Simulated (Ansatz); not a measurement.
Here is an Ansatz 0.2.0 calculation.

The input input.yaml:

```yaml
crystal:
  lattice:
    - [2.9217699809, 0.0, 0.0]
    - [-1.4608849905, 2.5303270275, 0.0]
    - [0.0, 0.0, 5.916515]
  atoms:
    - { symbol: Ta, position: [0.0, 0.0, 0.5] }
    - { symbol: Ta, position: [0.0, 0.0, 0.0] }
    - { symbol: "N", position: [0.3333333333, 0.6666666667, 0.25] }
    - { symbol: "N", position: [0.6666666667, 0.3333333333, 0.75] }
hamiltonian:
  xc: rpbe
  pseudopotentials: { kind: paw }
kpoints:
  mp_grid: { grid: [6, 6, 3] }
scf:
  occupations: { method: fermi_dirac, width: 0.05 }
  n_extra_bands: 10
output:
  forces: true
  stress: true
  eigenvalues: true
  dos: { projected: true, de: 0.05, nscf_kmesh: { grid: [9, 9, 5] } }
```

Potentials or basis: Ansatz PAW.

Command:

```console
$ ansatz run input.yaml --threads 2 --pin off --max-ram 5632MiB --backend cpu --events-out ev --progress --plain --runs-dir out
```

(1) Predict the density of states at the Fermi level.

(2) Estimate the pressure.

(3) Estimate the band gap on the k mesh.

Answers

(1) 0.73 states/eV per cell.

(2) 3.1 GPa.

(3) none (metal or under the smearing width).

Caveat: the k mesh is coarse (spacing up to 0.41 Å⁻¹), so the values aren't converged; the pressure holds a Pulay correction of +0.4 GPa for the finite cutoff; the PAW data sets come from PBE, with cores solved anew for the run's functional, which leaves a small shift of forces and pressure.
